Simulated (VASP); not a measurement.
**TiO: band structure with r2SCAN**

The system is TiO.

```xyz
2
Lattice="3.0310 0.0000 0.0000 -1.5155 2.6249 0.0000 0.0000 0.0000 3.2377" Properties=species:S:1:pos:R:3 pbc="T T T"
Ti    1.5155    0.8750    0.0000
O     0.0000    0.0000    1.6188
```

- Program: VASP 6.6.1
- Task: band structure
- Functional: r2SCAN
- Potentials or basis: VASP PAW PBE potentials, release 64 (Ti, O)
- Cutoff: 500 eV
- k mesh: 10 × 10 × 8
- Occupations: gaussian, width 0.05 eV
- Spin: no spin polarisation
- Further INCAR settings: ALGO = Normal; EDIFF = 1e-07

```yaml
Pressure: -40.8 GPa
Band_gap_on_the_k_mesh: 0.13 eV, direct
Band_gap_along_the_path: 0.13 eV, direct
```

Stress tensor (GPa, compression positive):
```
-33.47   0.00   0.00
  0.00 -33.47   0.00
  0.00   0.00 -55.58
```

Levels at the corners of the path, in eV from the valence-band top:
| point | band 2 | band 3 | band 4 | band 5 | band 6 | band 7 | band 8 | band 9 |
| --- | --- | --- | --- | --- | --- | --- | --- | --- |
| Γ | -4.48 | -3.87 | -3.87 | -2.34 | 1.06 | 1.06 | 1.09 | 1.67 |
| M | -6.79 | -5.04 | -3.87 | -1.61 | 1.33 | 1.52 | 2.10 | 2.17 |
| M | -6.79 | -5.04 | -3.87 | -1.61 | 1.33 | 1.52 | 2.10 | 2.17 |
| K | -5.94 | -5.52 | -5.02 | -0.07 | 0.56 | 0.74 | 0.96 | 2.79 |
| K | -5.94 | -5.52 | -5.02 | -0.07 | 0.56 | 0.74 | 0.96 | 2.79 |
| Γ | -4.48 | -3.87 | -3.87 | -2.34 | 1.06 | 1.06 | 1.09 | 1.67 |
| Γ | -4.48 | -3.87 | -3.87 | -2.34 | 1.06 | 1.06 | 1.09 | 1.67 |
| A | -7.39 | -3.61 | -3.61 | 0.00 | 0.13 | 0.13 | 1.79 | 1.79 |
| A | -7.39 | -3.61 | -3.61 | 0.00 | 0.13 | 0.13 | 1.79 | 1.79 |
| L | -6.09 | -6.01 | -4.58 | -0.83 | 1.22 | 1.78 | 2.14 | 2.60 |
| L | -6.09 | -6.01 | -4.58 | -0.83 | 1.22 | 1.78 | 2.14 | 2.60 |
| H | -6.13 | -5.95 | -4.94 | -0.38 | 1.32 | 1.59 | 2.25 | 2.66 |
| H | -6.13 | -5.95 | -4.94 | -0.38 | 1.32 | 1.59 | 2.25 | 2.66 |
| A | -7.39 | -3.61 | -3.61 | 0.00 | 0.13 | 0.13 | 1.79 | 1.79 |
| L | -6.09 | -6.01 | -4.58 | -0.83 | 1.22 | 1.78 | 2.14 | 2.60 |
| M | -6.79 | -5.04 | -3.87 | -1.61 | 1.33 | 1.52 | 2.10 | 2.17 |
| K | -5.94 | -5.52 | -5.02 | -0.07 | 0.56 | 0.74 | 0.96 | 2.79 |
| H | -6.13 | -5.95 | -4.94 | -0.38 | 1.32 | 1.59 | 2.25 | 2.66 |

Run time: 86 s on 1 thread of AMD EPYC 9R45 (Zen 5), with other jobs on the host, peak memory 0.13 GiB.

Caveat: a pressure of tens of GPa on the cell as given is suspect, and the run, the potentials or the cell itself is likely at fault; the PAW data sets were made with another functional, which shifts forces and pressure a little. r2SCAN opens gaps a little over a GGA but as a rule still falls short of measured ones.
